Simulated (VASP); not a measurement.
Wanted: the native input for a VASP 6.6.1 run.

```yaml
Task: relaxation of cell and atoms
Functional: PBE
Potentials_or_basis: VASP PAW PBE potentials, release 64 (As)
Cutoff: 600 eV
k_mesh: 4 × 4 × 8
Occupations: gaussian, width 0.1 eV
Spin: no spin polarisation
Dipole_correction: no
Further_INCAR_settings: ALGO = Normal; EDIFF = 1e-06; IBRION = 2; EDIFFG = -0.04; NSW = 90; ISIF = 3
```

The structure of As lies in POSCAR:

```
As
1.0
    6.4732979100      0.0000000000      0.0000000000
    0.0000000000      6.4732979100      0.0000000000
    0.0000000000      0.0000000000      2.3736579700
As
6
Direct
    0.1767953900      0.3232046100      0.0000000000
    0.3232046100      0.8232046100      0.0000000000
    0.8232046100      0.6767953900      0.0000000000
    0.6767953900      0.1767953900      0.0000000000
    0.0000000000      0.0000000000      0.0000000000
    0.5000000000      0.5000000000      0.0000000000
```

The cell was built by a generator and needn't be a form met in nature.

The input as run:

INCAR

```
SYSTEM = As
  ALGO = Normal
  EDIFF = 1E-6
  EDIFFG = -0.04
  ENCUT = 600
  GGA = PE
  IBRION = 2
  ISIF = 3
  ISMEAR = 0
  LASPH = .True.
  LCHARG = .False.
  LREAL = .False.
  LWAVE = .False.
  NELM = 100
  NSW = 90
  PREC = Accurate
  SIGMA = 0.1
```

KPOINTS

```
k-points
0
Gamma
  4 4 8
  0 0 0
```

Potentials or basis: VASP PAW PBE potentials, release 64 (As).

Run with:

```bash
$ cat potpaw_PBE.64/As/POTCAR > POTCAR
$ mpirun -np 1 vasp_std > vasp.out
```

Results of the run:

```yaml
Relaxed_volume: 22.12 Å³/atom
Relaxed_cell: a = 6.900 Å, b = 6.900 Å, c = 2.788 Å, α = 90.00°, β = 90.00°, γ = 90.00°
Space_group_after_relaxing_to_0.05_Å: P4/mbm (No. 127)
Energy_gained_by_relaxing: 832.7 meV/atom
Ionic_steps: 21
Pressure_after_relaxing: 0.0 GPa
Largest_force_after_relaxing: 0.009 eV/Å
Band_gap_on_the_k_mesh: none (metal or under the smearing width)
```

Caveat: the volume moved by over 15 % at a fixed basis, so the end points are rough.

Run time: 11 min on 1 thread of AMD EPYC 7R43 64-Core Processor (Zen 3), on a shared host, peak memory 0.22 GiB.
